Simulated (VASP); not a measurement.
# TePb (Fm-3m) in VASP: settings compared, part 2 of 2

VASP 6.6.1.

## (4) Relaxation of cell and atoms, LDA

This run uses another cell than the first one, of 32.55 Å³/atom, 0.991 times its volume.

The input, INCAR:

```
PREC     = Accurate       # precision mode
ENCUT    = 600            # plane-wave cutoff, eV
EDIFF    = 1E-7           # SCF threshold, eV
ISMEAR   = 0              # smearing method
SIGMA    = 0.03           # smearing width, eV
LREAL    = F              # projectors in reciprocal space
LASPH    = T              # aspherical terms in the spheres
NELM     = 80             # most SCF steps
ALGO     = Normal         # electronic algorithm
ISIF     = 3              # what is computed and relaxed
LWAVE    = F              # write WAVECAR
LCHARG   = F              # write CHGCAR
GGA      = CA             # functional
IBRION   = 2              # ionic algorithm
NSW      = 90             # ionic steps
EDIFFG   = -0.005         # ionic threshold
```

The input, KPOINTS:

```
regular mesh
0
Gamma
  8 8 8
```

The input, POSCAR:

```
TePb                                    
1.0
    0.0000000000      3.1927848555      3.1927848555
    3.1927848555      0.0000000000      3.1927848555
    3.1927848555      3.1927848555     -0.0000000000
  Te              Pb            
     1     1
Direct
     0.5000000000000000    0.5000000000000000    0.5000000000000000
     0.0000000000000000    0.0000000000000000    0.0000000000000000
```

Potentials or basis: VASP PAW LDA potentials, release 64 (Te, Pb_d).

On the command line:

```console
$ cat potpaw_LDA.64/Te/POTCAR potpaw_LDA.64/Pb_d/POTCAR > POTCAR
$ mpirun -np 1 vasp_std > vasp.out
```

OUTCAR:

```text
PREC = Accurate
   ENCUT = 600
   EDIFF = 1E-7
   ISMEAR = 0
   LREAL = F
   LASPH = T
   NELM = 80
   ISIF = 3
   GGA = CA
   IBRION = 2
   NSW = 90
   EDIFFG = -0.005

 ion  position               nearest neighbor table
   1  0.500  0.500  0.500-   2 3.19   2 3.19   2 3.19   2 3.19   2 3.19   2 3.19
   2  0.000  0.000  0.000-   1 3.19   1 3.19   1 3.19   1 3.19   1 3.19   1 3.19

  LATTYP: Found a face centered cubic cell.
 ALAT       =     6.3855697110

  Lattice vectors:

 A1 = (   0.0000000000,   3.1927848555,   3.1927848555)
 A2 = (   3.1927848555,   0.0000000000,   3.1927848555)
 A3 = (   3.1927848555,   3.1927848555,   0.0000000000)

Analysis of symmetry for initial positions (statically):
=====================================================================
 Subroutine PRICEL returns:
 Original cell was already a primitive cell.

 Routine SETGRP: Setting up the symmetry group for a
 face centered cubic supercell.

 Subroutine GETGRP returns: Found 48 space group operations
 (whereof 48 operations were pure point group operations)
 out of a pool of 48 trial point group operations.

The static configuration has the point symmetry O_h .

Analysis of symmetry for dynamics (positions and initial velocities):
[... 172 lines left out ...]
      3     -10.8296      2.00000
      4     -10.8296      2.00000
      5     -10.8296      2.00000
      6      -6.4693      2.00000
      7       0.3061      2.00000
      8       4.4054      2.00000
      9       4.4054      2.00000
     10       4.4054      2.00000
     11       9.9158      0.00000
     12       9.9158      0.00000
     13       9.9158      0.00000
     14      11.5876      0.00000
[... 377 lines left out ...]
      1     -10.8822      2.00000
      2     -10.8559      2.00000
      3     -10.8227      2.00000
      4     -10.8159      2.00000
      5     -10.8061      2.00000
      6      -4.7237      2.00000
      7      -2.6602      2.00000
      8       2.8996      2.00000
      9       3.1252      2.00000
     10       5.3769      2.00000
     11       7.0766      0.00000
     12       9.4234      0.00000
     13       9.9248      0.00000
     14      12.6201      0.00000

 [... further k-points ...]
[... 5 lines left out ...]
  --------------------------------------------------------------------------------------
  -------------------------------------------------------------------------------------
  Total       -0.0065763     -0.0065763     -0.0065763     -0.0000000      0.0000000     -0.0000000
  in kB       -0.1618648     -0.1618648     -0.1618648     -0.0000000      0.0000000     -0.0000000
  external PRESSURE =      -0.1618648 kB  Pullay stress =       0.0000000 kB

 VOLUME and BASIS-vectors are now :
 -----------------------------------------------------------------------------
  energy-cutoff  :      600.00
  volume of cell :       65.09
      direct lattice vectors                 reciprocal lattice vectors
     0.000000000  3.192784855  3.192784855    -0.156603098  0.156603098  0.156603098
     3.192784855  0.000000000  3.192784855     0.156603098 -0.156603098  0.156603098
     3.192784855  3.192784855  0.000000000     0.156603098  0.156603098 -0.156603098

 POSITION                                       TOTAL-FORCE (eV/Angst)
 -----------------------------------------------------------------------------------
      3.19278      3.19278      3.19278         0.000000      0.000000      0.000000
      0.00000      0.00000      0.00000        -0.000000     -0.000000     -0.000000
 -----------------------------------------------------------------------------------
    total drift:                               -0.000000      0.000000      0.000000

  FREE ENERGIE OF THE ION-ELECTRON SYSTEM (eV)
  ---------------------------------------------------
  free  energy   TOTEN  =        -8.7748262674 eV

  energy  without entropy=       -8.7748262674  energy(sigma->0) =       -8.77482627

 reached required accuracy - stopping structural energy minimisation
```

OSZICAR:

```text
N       E                     dE             d eps       ncg     rms          rms(c)
DAV:   1     0.159725763776E+03    0.15973E+03   -0.10253E+04   812   0.157E+03
DAV:   2     0.256365891172E+01   -0.15716E+03   -0.15369E+03   860   0.353E+02
DAV:   3    -0.859584432981E+01   -0.11160E+02   -0.11091E+02  1088   0.101E+02
DAV:   4    -0.888155125156E+01   -0.28571E+00   -0.28559E+00   970   0.190E+01
DAV:   5    -0.889095848304E+01   -0.94072E-02   -0.94070E-02  1142   0.304E+00    0.364E+00
DAV:   6    -0.878302963466E+01    0.10793E+00   -0.24509E-01  1118   0.431E+00    0.230E+00
DAV:   7    -0.877555660282E+01    0.74730E-02   -0.68745E-02  1052   0.159E+00    0.903E-01
DAV:   8    -0.877488597641E+01    0.67063E-03   -0.77823E-03   992   0.100E+00    0.132E-01
DAV:   9    -0.877483010419E+01    0.55872E-04   -0.88396E-04  1126   0.322E-01    0.328E-02
DAV:  10    -0.877482566901E+01    0.44352E-05   -0.58043E-05   928   0.675E-02    0.246E-02
DAV:  11    -0.877482621251E+01   -0.54350E-06   -0.17097E-05  1048   0.298E-02    0.895E-03
DAV:  12    -0.877482625851E+01   -0.46000E-07   -0.11894E-06   926   0.102E-02    0.701E-03
DAV:  13    -0.877482626741E+01   -0.88919E-08   -0.30079E-08   502   0.141E-03
   1 F= -.87748263E+01 E0= -.87748263E+01  d E =-.877483E+01
```

It took 17 s on 1 thread of AMD EPYC 9R45 (Zen 5), shared host; peak memory 0.16 GiB.

What came out:

| Property | Result |
| --- | --- |
| Free energy | -8.7748 eV |
| Pressure after relaxing | 0.0 GPa |
| Band gap on the k mesh | 0.56 eV, direct |

Final structure:
```cif
data_structure
_symmetry_space_group_name_H-M 'P 1'
_symmetry_Int_Tables_number 1
_cell_length_a 4.5153
_cell_length_b 4.5153
_cell_length_c 4.5153
_cell_angle_alpha 60.000
_cell_angle_beta 60.000
_cell_angle_gamma 60.000
_cell_volume 65.09
loop_
_atom_site_label
_atom_site_type_symbol
_atom_site_fract_x
_atom_site_fract_y
_atom_site_fract_z
_atom_site_occupancy
Te1 Te 0.50000 0.50000 0.50000 1
Pb1 Pb 0.00000 0.00000 0.00000 1
```

Levels at points of the mesh, in eV from the valence-band top:
| k point | band 7 | band 8 | band 9 | band 10 | band 11 | band 12 | band 13 | band 14 |
| --- | --- | --- | --- | --- | --- | --- | --- | --- |
| (0.00, 0.00, 0.00) | -5.59 | -1.49 | -1.49 | -1.49 | 4.02 | 4.02 | 4.02 | 5.69 |
| (0.50, 0.00, 0.00) | -8.84 | -0.99 | -0.99 | 0.00 | 0.56 | 1.11 | 1.11 | 8.33 |
| (0.50, 0.50, 0.00) | -7.42 | -4.81 | -3.03 | -3.03 | 3.09 | 5.51 | 5.51 | 6.81 |

Caveat: the relaxation stopped at its first step, so nothing moved; spin-orbit coupling is left out, which as a rule narrows the gap of such compounds by several tenths of an eV. A k mesh can miss the band edges.

## (5) Relaxation of the atoms, LDA (a relaxed cell with its volume scaled by 0.94)

Changes to INCAR since step 4:

```diff
@@ -9,3 +9,3 @@
 ALGO     = Normal         # electronic algorithm
-ISIF     = 3              # what is computed and relaxed
+ISIF     = 2              # what is computed and relaxed
 LWAVE    = F              # write WAVECAR
@@ -14,3 +14,3 @@
 IBRION   = 2              # ionic algorithm
-NSW      = 90             # ionic steps
-EDIFFG   = -0.005         # ionic threshold
+NSW      = 40             # ionic steps
+EDIFFG   = -0.01          # ionic threshold
```

KPOINTS is that of step 4.

The input, POSCAR:

```
TePb                                    
1.0
    0.0000000000      3.1276076926      3.1276076926
    3.1276076926      0.0000000000      3.1276076926
    3.1276076926      3.1276076926      0.0000000000
  Te              Pb            
     1     1
Direct
     0.5000000000000000    0.5000000000000000    0.5000000000000000
     0.0000000000000000    0.0000000000000000    0.0000000000000000
```

On the command line:

```console
$ cat potpaw_LDA.64/Te/POTCAR potpaw_LDA.64/Pb_d/POTCAR > POTCAR
$ mpirun -np 1 vasp_std > vasp.out
```

Wall time 18 s (1 thread of AMD EPYC 9R45 (Zen 5), shared host); peak memory 0.15 GiB.

Results (log left out):

- Free energy: -8.7347 eV
- Pressure after relaxing: 3.5 GPa
- Band gap on the k mesh: 0.41 eV, direct

Final structure:
```
CELL_PARAMETERS angstrom
0.00000 3.12761 3.12761
3.12761 0.00000 3.12761
3.12761 3.12761 0.00000
ATOMIC_POSITIONS crystal
Te 0.50000 0.50000 0.50000
Pb 0.00000 0.00000 0.00000
```

Levels at points of the mesh, in eV from the valence-band top:
```tsv
k point	band 6	band 7	band 8	band 9	band 10	band 11	band 12	band 13	band 14
(0.00, 0.00, 0.00)	-12.95	-5.45	-1.77	-1.77	-1.77	4.05	4.05	4.05	5.51
(0.50, 0.00, 0.00)	-11.25	-9.24	-1.22	-1.22	0.00	0.41	0.91	0.91	8.38
(0.50, 0.50, 0.00)	-10.88	-7.56	-5.36	-3.44	-3.44	2.78	5.71	5.71	7.15
```

Caveat: the relaxation stopped at its first step, so nothing moved; spin-orbit coupling is left out, which as a rule narrows the gap of such compounds by several tenths of an eV. A k mesh can miss the band edges.

## (6) Relaxation of the atoms, LDA (a relaxed cell with its volume scaled by 0.96)

INCAR is that of step 5.

KPOINTS is that of step 5.

The input, POSCAR:

```
TePb                                    
1.0
    0.0000000000      3.1496338245      3.1496338245
    3.1496338245      0.0000000000      3.1496338245
    3.1496338245      3.1496338245      0.0000000000
  Te              Pb            
     1     1
Direct
     0.5000000000000000    0.5000000000000000    0.5000000000000000
     0.0000000000000000    0.0000000000000000    0.0000000000000000
```

Potentials or basis: VASP PAW LDA potentials, release 64 (Te, Pb_d).

On the command line:

```console
$ cat potpaw_LDA.64/Te/POTCAR potpaw_LDA.64/Pb_d/POTCAR > POTCAR
$ mpirun -np 1 vasp_std > vasp.out
```

OUTCAR:

```text
PREC = Accurate
   ENCUT = 600
   EDIFF = 1E-7
   ISMEAR = 0
   LREAL = F
   LASPH = T
   NELM = 80
   ISIF = 2
   GGA = CA
   IBRION = 2
   NSW = 40
   EDIFFG = -0.01

 ion  position               nearest neighbor table
   1  0.500  0.500  0.500-   2 3.15   2 3.15   2 3.15   2 3.15   2 3.15   2 3.15
   2  0.000  0.000  0.000-   1 3.15   1 3.15   1 3.15   1 3.15   1 3.15   1 3.15

  LATTYP: Found a face centered cubic cell.
 ALAT       =     6.2992676490

  Lattice vectors:

 A1 = (   0.0000000000,   3.1496338245,   3.1496338245)
 A2 = (   3.1496338245,   0.0000000000,   3.1496338245)
 A3 = (   3.1496338245,   3.1496338245,   0.0000000000)

Analysis of symmetry for initial positions (statically):
=====================================================================
 Subroutine PRICEL returns:
 Original cell was already a primitive cell.

 Routine SETGRP: Setting up the symmetry group for a
 face centered cubic supercell.

 Subroutine GETGRP returns: Found 48 space group operations
 (whereof 48 operations were pure point group operations)
 out of a pool of 48 trial point group operations.

The static configuration has the point symmetry O_h .

Analysis of symmetry for dynamics (positions and initial velocities):
[... 170 lines left out ...]
      1     -10.3693      2.00000
      2     -10.3693      2.00000
      3     -10.3489      2.00000
      4     -10.3489      2.00000
      5     -10.3489      2.00000
      6      -6.2696      2.00000
      7       0.9822      2.00000
      8       4.8051      2.00000
      9       4.8051      2.00000
     10       4.8051      2.00000
     11      10.5203      0.00000
     12      10.5203      0.00000
     13      10.5203      0.00000
     14      12.0549      0.00000
[... 377 lines left out ...]
      1     -10.4138      2.00000
      2     -10.3813      2.00000
      3     -10.3412      2.00000
      4     -10.3328      2.00000
      5     -10.3211      2.00000
      6      -4.3789      2.00000
      7      -2.3131      2.00000
      8       3.2251      2.00000
      9       3.4709      2.00000
     10       5.8745      2.00000
     11       7.5637      0.00000
     12      10.0201      0.00000
     13      10.5708      0.00000
     14      13.1318      0.00000

 [... further k-points ...]
[... 5 lines left out ...]
  --------------------------------------------------------------------------------------
  -------------------------------------------------------------------------------------
  Total        0.8458506      0.8458506      0.8458506      0.0000000      0.0000000      0.0000000
  in kB       21.6867302     21.6867302     21.6867302      0.0000000      0.0000000      0.0000000
  external PRESSURE =      21.6867302 kB  Pullay stress =       0.0000000 kB

 VOLUME and BASIS-vectors are now :
 -----------------------------------------------------------------------------
  energy-cutoff  :      600.00
  volume of cell :       62.49
      direct lattice vectors                 reciprocal lattice vectors
     0.000000000  3.149633824  3.149633824    -0.158748613  0.158748613  0.158748613
     3.149633824  0.000000000  3.149633824     0.158748613 -0.158748613  0.158748613
     3.149633824  3.149633824  0.000000000     0.158748613  0.158748613 -0.158748613

 POSITION                                       TOTAL-FORCE (eV/Angst)
 -----------------------------------------------------------------------------------
      3.14963      3.14963      3.14963         0.000000      0.000000      0.000000
      0.00000      0.00000      0.00000        -0.000000     -0.000000     -0.000000
 -----------------------------------------------------------------------------------
    total drift:                               -0.000000      0.000000      0.000000

  FREE ENERGIE OF THE ION-ELECTRON SYSTEM (eV)
  ---------------------------------------------------
  free  energy   TOTEN  =        -8.7576185449 eV

  energy  without entropy=       -8.7576185449  energy(sigma->0) =       -8.75761854

 reached required accuracy - stopping structural energy minimisation
```

CONTCAR:

```text
TePb
   1.00000000000000
     0.0000000000000000    3.1496338245000000    3.1496338245000000
     3.1496338245000000    0.0000000000000000    3.1496338245000000
     3.1496338245000000    3.1496338245000000    0.0000000000000000
  Te              Pb
     1     1
Direct
     0.5000000000000000    0.5000000000000000    0.5000000000000000
     0.0000000000000000    0.0000000000000000    0.0000000000000000

  0.00000000E+00  0.00000000E+00  0.00000000E+00
  0.00000000E+00  0.00000000E+00  0.00000000E+00
```

It took 18 s on 1 thread of AMD EPYC 9R45 (Zen 5), shared host; peak memory 0.15 GiB.

What came out:

- Free energy: -8.7576 eV
- Pressure after relaxing: 2.2 GPa
- Band gap on the k mesh: 0.46 eV, direct

Final structure:
```cif
data_structure
_symmetry_space_group_name_H-M 'P 1'
_symmetry_Int_Tables_number 1
_cell_length_a 4.4543
_cell_length_b 4.4543
_cell_length_c 4.4543
_cell_angle_alpha 60.000
_cell_angle_beta 60.000
_cell_angle_gamma 60.000
_cell_volume 62.49
loop_
_atom_site_label
_atom_site_type_symbol
_atom_site_fract_x
_atom_site_fract_y
_atom_site_fract_z
_atom_site_occupancy
Te1 Te 0.50000 0.50000 0.50000 1
Pb1 Pb 0.00000 0.00000 0.00000 1
```

Caveat: the relaxation stopped at its first step, so nothing moved; spin-orbit coupling is left out, which as a rule narrows the gap of such compounds by several tenths of an eV. A k mesh can miss the band edges.

## (7) Summary

```csv
task,level,potentials or basis,cell,target pressure,gap on the mesh (eV),pressure (GPa)
relaxation of cell and atoms,PBEsol,"VASP PAW PBE potentials, release 64 (Te, Pb_d)",relaxed to 0.85 GPa,0.85 GPa,0.61,0.8
relaxation of cell and atoms,LDA,"VASP PAW LDA potentials, release 64 (Te, Pb_d)",relaxed,-,0.56,0.0
relaxation of the atoms,LDA,"VASP PAW LDA potentials, release 64 (Te, Pb_d)",atoms relaxed from: a relaxed cell with its volume scaled by 0.94,-,0.41,3.5
relaxation of the atoms,LDA,"VASP PAW LDA potentials, release 64 (Te, Pb_d)",atoms relaxed from: a relaxed cell with its volume scaled by 0.96,-,0.46,2.2
```

Alike in all rows: no spin polarisation; k mesh 8 × 8 × 8; cutoff (eV) 600; smearing gaussian 0.03 eV.

Caveats: the relaxation stopped at its first step, so nothing moved; spin-orbit coupling is left out, which as a rule narrows the gap of such compounds by several tenths of an eV; the cell is relaxed towards a set pressure, so the enthalpy falls and the energy may rise (some runs); the PAW data sets were made with another functional, which shifts forces and pressure a little (some runs).

Total energies depend on the potentials used, so only differences within one code and one set of settings carry meaning.
